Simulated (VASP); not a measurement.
# LiH (HLi) in VASP: reference runs

Reference runs on LiH (HLi): the cell as given.

Everything below comes from runs of VASP 6.6.1. Logs are shortened: lines on timing, memory, paths and dates and some standing lists are left out, and cuts for length are marked.

### 1 The molecule as given

The cell holds a molecule in a box, 2 atoms: a = 9.000 Å, b = 9.000 Å, c = 11.000 Å, α = 90.00°, β = 90.00°, γ = 90.00°.

### 2 Single point, PBE

INCAR

```
SYSTEM = LiH
  ALGO = Normal
  EDIFF = 1E-7
  ENCUT = 520
  GGA = PE
  ISIF = 2
  ISMEAR = 0
  LASPH = .TRUE.
  LCHARG = .FALSE.
  LREAL = .FALSE.
  LWAVE = .FALSE.
  NBANDS = 9
  NELM = 60
  PREC = Accurate
  SIGMA = 0.01
```

KPOINTS

```
k-points
0
G
  1 1 1
  0 0 0
```

POSCAR

```
LiH
1.0
    9.0000000000      0.0000000000      0.0000000000
    0.0000000000      9.0000000000      0.0000000000
    0.0000000000      0.0000000000     11.0000000000
Li H
1 1
Direct
    0.5014444400      0.5023333300      0.4305590900
    0.5014444400      0.5023333300      0.5756227300
```

Potentials or basis: VASP PAW PBE potentials, release 64 (Li_sv, H).

Command:

```bash
cat potpaw_PBE.64/Li_sv/POTCAR potpaw_PBE.64/H/POTCAR > POTCAR
mpirun -np 1 vasp_gam > vasp.out
```

OUTCAR:

```text
SYSTEM = LiH
   EDIFF = 1E-7
   ENCUT = 520
   GGA = PE
   ISIF = 2
   ISMEAR = 0
   LASPH = .TRUE.
   LREAL = .FALSE.
   NELM = 60
   PREC = Accurate

 ion  position               nearest neighbor table
   1  0.501  0.502  0.431-   2 1.60
   2  0.501  0.502  0.576-   1 1.60

  LATTYP: Found a simple tetragonal cell.
 ALAT       =     9.0000000000
 C/A-ratio  =     1.2222222222

  Lattice vectors:

 A1 = (   9.0000000000,   0.0000000000,   0.0000000000)
 A2 = (   0.0000000000,   9.0000000000,   0.0000000000)
 A3 = (   0.0000000000,   0.0000000000,  11.0000000000)

Analysis of symmetry for initial positions (statically):
=====================================================================
 Subroutine PRICEL returns:
 Original cell was already a primitive cell.

 Routine SETGRP: Setting up the symmetry group for a
 simple tetragonal supercell.

 Subroutine GETGRP returns: Found  8 space group operations
 (whereof  1 operations were pure point group operations)
 out of a pool of 16 trial point group operations.

The static configuration has the point symmetry C_1 .
 The point group associated with its full space group is C_4v.

Analysis of symmetry for dynamics (positions and initial velocities):
=====================================================================
 Subroutine PRICEL returns:
 Original cell was already a primitive cell.

 Routine SETGRP: Setting up the symmetry group for a
 simple tetragonal supercell.

 Subroutine GETGRP returns: Found  8 space group operations
 (whereof  1 operations were pure point group operations)
 out of a pool of 16 trial point group operations.

The dynamic configuration has the point symmetry C_1 .
 The point group associated with its full space group is C_4v.

 Subroutine INISYM returns: Found  8 space group operations
 (whereof  1 operations are pure point group operations),
 and found     1 'primitive' translations

----------------------------------------------------------------------------------------

                                     Primitive cell

  volume of cell :     891.0000

  direct lattice vectors                    reciprocal lattice vectors
     9.000000000  0.000000000  0.000000000     0.111111111  0.000000000  0.000000000
     0.000000000  9.000000000  0.000000000     0.000000000  0.111111111  0.000000000
     0.000000000  0.000000000 11.000000000     0.000000000  0.000000000  0.090909091

  length of vectors
     9.000000000  9.000000000 11.000000000     0.111111111  0.111111111  0.090909091
[... 56 lines left out ...]
   NELM   =     60;   NELMIN=  2; NELMDL= -5     # of ELM steps
   EDIFF  = 0.1E-06   stopping-criterion for ELM
   LREAL  =      F    real-space projection
   EDIFFG = 0.1E-05   stopping-criterion for IOM
   NSW    =      0    number of steps for IOM
   IBRION =     -1    ionic relax: 0-MD 1-quasi-New 2-CG
   NFREE  =      0    steps in history (QN), initial steepest desc. (CG)
   ISIF   =      2    stress and relaxation
   ISYM   =      2    0-nonsym 1-usesym 2-fastsym
   POTIM  = 0.5000    time-step for ionic-motion
   TEBEG  =    0.0;   TEEND  =   0.0 temperature during run
   PSTRESS=    0.0 pullay stress
   NELECT =       4.0000    total number of electrons
   NUPDOWN=      -1.0000    fix difference up-down
   EMIN   =  10.00;   EMAX   =-10.00  energy-range for DOS
   EFERMI =   0.00;   METHOD = LEGACY
   ISMEAR =     0;   SIGMA  =   0.01  broadening in eV -4-tet -1-fermi 0-gaus
   EFERMI_NEDOS =   21; number of points for ismear=-14 and -15
   IALGO  =     38    algorithm
   IMIX   =      4    mixing-type and parameters
     AMIX     =   0.40;   BMIX     =  1.00
     AMIX_MAG =   1.60;   BMIX_MAG =  1.00
  volume/ion in A,a.u.               =     445.50      3006.38
  Fermi-wavevector in a.u.,A,eV,Ry     =   0.270065  0.510350  0.992345  0.072935
  Thomas-Fermi vector in A             =   1.108124
   LORBIT       =      0    0 simple, 1 ext, 2 COOP (PROOUT), +10 PAW based schemes
   GGA     = PE    functional components
   LHFCALC =     F    Hartree Fock is set to
   AEXX    =    0.0000 exact exchange contribution
   IVDW    =     0    specifies the selected vdW correction
   LEPSILON=     F    determine dielectric tensor
   LRPA    =     F    only Hartree local field effects (RPA)
 non-spin polarized calculation
 Gauss-broadening in eV      SIGMA  =   0.01
  energy-cutoff  :      520.00
  volume of cell :      891.00
 maximum number of plane-waves:     12007
 NGX is ok and might be reduce to    70
   NGX = 33   NGY = 33   NGZ = 41

 number of electron       4.0000003 magnetization

 Free energy of the ion-electron system (eV)
  ---------------------------------------------------
  ext. energy  EPLUGINS =         0.00000000
  ---------------------------------------------------
  free energy    TOTEN  =        -3.76119377 eV

  energy without entropy =       -3.76119377  energy(sigma->0) =       -3.76119377

 E-fermi :  -4.2249     XC(G=0):  -0.9226

 val. band max:       -4.2995060682   @ k =   0.0000   0.0000   0.0000
 cond. band min:      -1.5136265983   @ k =   0.0000   0.0000   0.0000
 fundamental gap:      2.7858794699
 Fermi energy:        -4.2249153424

 k-point     1 :       0.0000    0.0000    0.0000
  band No.  band energies     occupation
      1     -50.7931      2.00000
      2      -4.2995      2.00000
      3      -1.5136      0.00000
      4      -0.1090      0.00000
      5      -0.1090      0.00000
      6       0.1171      0.00000
      7       0.7096      0.00000
      8       1.0905      0.00000
      9       1.1272      0.00000

------------------------ aborting loop because EDIFF is reached ----------------------------------------

  FORCE on cell =-STRESS in cart. coord.  units (eV):
  Direction    XX          YY          ZZ          XY          YZ          ZX
  --------------------------------------------------------------------------------------
  -------------------------------------------------------------------------------------
  Total       -0.0089465     -0.0089465     -0.0411297      0.0000000     -0.0000000      0.0000000
  in kB       -0.0160874     -0.0160874     -0.0739586      0.0000000     -0.0000000      0.0000000
  external PRESSURE =      -0.0353778 kB  Pullay stress =       0.0000000 kB

 VOLUME and BASIS-vectors are now :
 -----------------------------------------------------------------------------
  energy-cutoff  :      520.00
  volume of cell :      891.00
      direct lattice vectors                 reciprocal lattice vectors
     9.000000000  0.000000000  0.000000000     0.111111111  0.000000000  0.000000000
     0.000000000  9.000000000  0.000000000     0.000000000  0.111111111  0.000000000
     0.000000000  0.000000000 11.000000000     0.000000000  0.000000000  0.090909091

 POSITION                                       TOTAL-FORCE (eV/Angst)
 -----------------------------------------------------------------------------------
      4.51300      4.52100      4.73615         0.000000      0.000000     -0.099764
      4.51300      4.52100      6.33185         0.000000     -0.000000      0.099764
 -----------------------------------------------------------------------------------
    total drift:                               -0.000037     -0.000032     -0.002439

  FREE ENERGIE OF THE ION-ELECTRON SYSTEM (eV)
  ---------------------------------------------------
  free  energy   TOTEN  =        -3.7611937707 eV

  energy  without entropy=       -3.7611937707  energy(sigma->0) =       -3.76119377
```

OSZICAR:

```text
N       E                     dE             d eps       ncg     rms          rms(c)
DAV:   1     0.979624292751E+01    0.97962E+01   -0.14545E+03    18   0.201E+02
DAV:   2    -0.205199844600E+01   -0.11848E+02   -0.11834E+02    27   0.407E+01
DAV:   3    -0.550340668485E+01   -0.34514E+01   -0.34509E+01    35   0.281E+01
[... 15 lines left out ...]
DAV:  19    -0.376118782448E+01   -0.83460E-05   -0.20675E-06    26   0.342E-03    0.117E-03
DAV:  20    -0.376119088724E+01   -0.30628E-05   -0.29682E-07    26   0.164E-03    0.992E-04
DAV:  21    -0.376119342767E+01   -0.25404E-05   -0.63749E-07    18   0.175E-03    0.527E-04
DAV:  22    -0.376119374402E+01   -0.31635E-06   -0.73278E-08    19   0.106E-03    0.135E-04
DAV:  23    -0.376119377068E+01   -0.26668E-07   -0.70048E-09    26   0.270E-04
   1 F= -.37611938E+01 E0= -.37611938E+01  d E =-.387482E-26
```

Wall time 61 s (1 thread of Intel Xeon Platinum 8259CL at 2.50GHz (Skylake/Cascade Lake), shared host); peak memory 0.77 GiB.

Results:

```yaml
Free_energy: -3.7612 eV
Largest_force: 0.100 eV/Å
Gap_between_the_frontier_levels: 2.79 eV
```

Forces in eV/Å, atoms in the order of the input:
```
Li   0.000  0.000 -0.100
H    0.000  0.000  0.100
```

Levels at points of the mesh, in eV from the valence-band top:
```csv
k point,band 1,band 2,band 3,band 4,band 5,band 6,band 7
"(0.00, 0.00, 0.00)",-46.49,0.00,2.79,4.19,4.19,4.42,5.01
```

Caveat: the cutoff is under 1.25 times the usual one of these potentials, so pressure, stress and relaxed cells hold a basis-set (Pulay) error.
